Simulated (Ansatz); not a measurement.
Relaxed-ion elastic tensor of BeO in space group P6_3mc (No. 186; Pearson symbol hP12) in GPa (Voigt order), DFT-PBEsol in the program Ansatz with PAW potentials; density 3.03 g/cm³, 6.86 Å³ per atom.

```csv
,1,2,3,4,5,6
1,438,134,80.1,0.0,0.0,0.0
2,134,438,80.1,0.0,0.0,0.0
3,80.1,80.1,493,0.0,0.0,0.0
4,0.0,0.0,0.0,135,0.0,0.0
5,0.0,0.0,0.0,0.0,135,0.0
6,0.0,0.0,0.0,0.0,0.0,152
```

Task: Is the crystal mechanically stable?

Result: Yes: the smallest eigenvalue of C is 135 GPa.

Task: Work out the Voigt, Reuss and Hill averages.

Result: K_V = 217, K_R = 217, K_H = 217; G_V = 156, G_R = 153, G_H = 154 GPa.

Task: Give Young's modulus, Poisson's ratio, Pugh's ratio and the universal anisotropy index.

Result: E = 9KG/(3K + G) = 374 GPa; ν = 0.21; K/G = 1.41 (brittle by the Pugh limit of 1.75); A_U = 5G_V/G_R + K_V/K_R − 6 = 0.12.

Task: Estimate the sound speeds and the Debye temperature.

Result: v_l = √((K + 4G/3)/ρ) = 11800 m/s, v_t = √(G/ρ) = 7140 m/s, mean 7890 m/s; Θ = (h/k)(3n/4πV)^(1/3) v_m = 1240 K.

Task: How much does each axis shrink under pressure?

Result: Linear compressibilities β_i = Σ_j S_ij (j = 1 to 3): x 1.5, y 1.5, z 1.5 per TPa.

A made-up cell: these elements were put on the sites of a structure type. Its sites differ from those of the usual phase in this space group: another stacking or structure type. The cell was relaxed with PBEsol under the symmetry of its start; of distortions, only those at the zone centre were tested.

Potentials: the later of the program's two PAW sets.
